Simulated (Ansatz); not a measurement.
# EuO: levels along high-symmetry lines

```
CELL_PARAMETERS angstrom
0.00000 2.53038 2.53038
2.53038 0.00000 2.53038
2.53038 2.53038 0.00000
ATOMIC_POSITIONS crystal
Eu 0.00000 0.00000 0.00000
O 0.50000 0.50000 0.50000
```

Atoms are numbered in the order listed.

Conventional cell: a = 5.061 Å, b = 5.061 Å, c = 5.061 Å, α = 90.00°, β = 90.00°, γ = 90.00°. Eu (atom 1) has 6 O at 2.53 Å as nearest neighbours. O (atom 2) is surrounded by 6 Eu at 2.53 Å.

The cell was built from the rocksalt type and relaxed in the same program, and has space group Fm-3m; it needn't be a known or the stable phase.

Semilocal functionals without a Hubbard term describe localised f shells poorly; where the shell is localised, the real material differs.

Other magnetic orders may lie lower; this is the state that the run reached.

No spin–orbit coupling, which matters for the heavy atoms here.

Level of theory: DFT, PBE, all-electron LAPW, scalar-relativistic in Ansatz 0.2.0.

Numerical set-up: a Γ-centred 14×14×14 k mesh, Fermi–Dirac smearing of 0.05 eV, basis error target 1 meV/atom, spin-polarised from start moments Eu1 7 μB, ending with a cell moment of 6.95 μB.

Points in fractions of the reciprocal vectors of this cell: Γ (0, 0, 0), X (0.5, 0, 0.5), U (0.625, 0.25, 0.625), K (0.375, 0.375, 0.75), L (0.5, 0.5, 0.5), W (0.5, 0.25, 0.75). The path joins them by straight lines in the order Γ–X–U–K–Γ–L–W–X; legs that retrace an earlier one aren't tabulated. Energies are in eV from the Fermi level.

Problem. List the spin-down levels at K between -8 and 1.5 eV.

Solution. -4.69, -4.37, -3.94, 1.14.

Problem. List the spin-up levels at X between -8 and 1.5 eV.

Solution. -4.09, -3.95 (×2), -1.47, -0.52, -0.45, -0.42 (×2), -0.34, -0.07 (×2).

Problem. List the spin-down levels at W between -8 and 1.5 eV.

Solution. -5.03, -3.97 (×2).

Problem. What is the band gap?

Solution. none: bands cross the Fermi level, a metal.
